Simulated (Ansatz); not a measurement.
# SiS2: the cost of one run

Method: DFT, levels as named, plane waves, PAW, in Ansatz 0.2.0.

## (1) The structure to begin with

It takes space group Ibam (No. 72, orthorhombic). The conventional cell has a = 5.564 Å, b = 9.545 Å, c = 5.552 Å, α = 90.00°, β = 90.00°, γ = 90.00°. Around Si (site symmetry 222) lie 4 S at 2.13 Å. Around S (site symmetry m) lie 2 Si at 2.13 Å.

Coordinates:

```cif
data_structure
_symmetry_space_group_name_H-M 'P 1'
_symmetry_Int_Tables_number 1
_cell_length_a 6.1824
_cell_length_b 6.1824
_cell_length_c 6.1824
_cell_angle_alpha 126.515
_cell_angle_beta 78.942
_cell_angle_gamma 126.639
_cell_volume 147.43
loop_
_atom_site_label
_atom_site_type_symbol
_atom_site_fract_x
_atom_site_fract_y
_atom_site_fract_z
_atom_site_occupancy
Si1 Si 0.75000 0.75000 0.00000 1
Si2 Si 0.25000 0.25000 0.00000 1
S1 S 0.11820 0.20880 0.32700 1
S2 S 0.88180 0.79120 0.67300 1
S3 S 0.61820 0.29120 0.90940 1
S4 S 0.38180 0.70880 0.09060 1
```

## (2) Relaxation with PBE

File input.yaml:

```yaml
crystal:
  lattice:
    - [-2.782, 4.7725, 2.776]
    - [2.782, -4.7725, 2.776]
    - [2.782, 4.7725, -2.776]
  atoms:
    - { symbol: Si, position: [0.75, 0.75, 0.0] }
    - { symbol: Si, position: [0.25, 0.25, 0.0] }
    - { symbol: S, position: [0.1182, 0.2088, 0.327] }
    - { symbol: S, position: [0.8818, 0.7912, 0.673] }
    - { symbol: S, position: [0.6182, 0.2912, 0.9094] }
    - { symbol: S, position: [0.3818, 0.7088, 0.0906] }
  symmetry: { tolerance: 0.0003 }
hamiltonian:
  xc: pbe
  pseudopotentials: { kind: paw, azcp: { folder: soft_1 } }
basis:
  ecutwfc: 420
magnetization:
  spin_polarized: false
scf:
  occupations: { method: fermi_dirac, width: 0.02 }
kpoints:
  mp_grid: { grid: [6, 6, 6], shift: [0, 0, 0] }
output:
  forces: true
  stress: true
  eigenvalues: true
relax:
  max_steps: 60
  cell: {}
```

Started as:

```bash
$ ansatz run input.yaml --threads 2 --pin off --max-ram 5632MiB --backend cpu --events-out ev --progress --plain --runs-dir out
```

**Question.** How long does this run take on 2 threads of Intel Xeon Platinum 8488C (Sapphire Rapids), shared host, and how much memory does it need?

About 45 s, with a peak of 0.58 GiB.
